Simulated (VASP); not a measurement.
Here is a VASP 6.6.1 calculation.

POSCAR

```
KI                                      
1.0
    0.0000000000      3.5081227332      3.5081227332
    3.5081227332      0.0000000000      3.5081227332
    3.5081227332      3.5081227332      0.0000000000
  K               I             
     1     1
Direct
     0.0000000000000000    0.0000000000000000    0.0000000000000000
     0.5000000000000000    0.5000000000000000    0.5000000000000000
```

INCAR.step1

```
SYSTEM = KI
PREC = Accurate
ENCUT = 520
EDIFF = 1E-5
ISMEAR = 0
SIGMA = 0.03
LREAL = .False.
LASPH = .True.
NELM = 80
ALGO = Normal
ISIF = 2
LWAVE = .True.
LCHARG = .False.
KPAR = 4
GGA = PE
```

INCAR.step2

```
SYSTEM = KI
PREC = Accurate
ENCUT = 520
EDIFF = 1E-7
ISMEAR = 0
SIGMA = 0.03
LREAL = .False.
LASPH = .True.
NELM = 80
ALGO = Normal
ISIF = 2
LWAVE = .False.
LCHARG = .False.
GGA = PE
LHFCALC = .True.
AEXX = 0.25
PRECFOCK = Fast
HFRCUT = -1
KPAR = 4
ISTART = 1
```

Contents of KPOINTS:

```
Automatic mesh
0
Gamma
  4 4 4
  0 0 0
```

KPOINTS_OPT

```
explicit points
6
Reciprocal
 0.0000000000  0.0000000000  0.0000000000 1
 0.3750000000  0.3750000000  0.7500000000 1
 0.5000000000  0.5000000000  0.5000000000 1
 0.6250000000  0.2500000000  0.6250000000 1
 0.5000000000  0.2500000000  0.7500000000 1
 0.5000000000  0.0000000000  0.5000000000 1
```

Potentials or basis: VASP PAW PBE potentials, release 64 (K_sv, I).

Run with:

```bash
$ cat potpaw_PBE.64/K_sv/POTCAR potpaw_PBE.64/I/POTCAR > POTCAR
$ cp INCAR.step1 INCAR
$ mpirun -np 4 vasp_std > vasp.out
$ cp INCAR.step2 INCAR
$ mpirun -np 4 vasp_std > vasp.out
```

Problem. What does it give for the band gap along the path?

Solution. 5.70 eV, direct.

Problem. Estimate the pressure.

Solution. 0.7 GPa.

Problem. What does it give for the band gap on the k mesh?

Solution. 5.70 eV, direct.

Caveat: the PAW data sets were made with another functional, which shifts forces and pressure a little; spin-orbit coupling is left out, which moves the levels of the heavy elements.

**What was measured.**

A printed reference work, monograph reports, for a bulk crystal of KI: band gap 6.32 eV.

Measured gap of KI: 6.32 eV (a printed reference work, monograph). This calculation gives 5.70 eV (-0.62 eV). Spin-orbit coupling on I is left out. The value is that of PBE0, without temperature or zero-point motion.
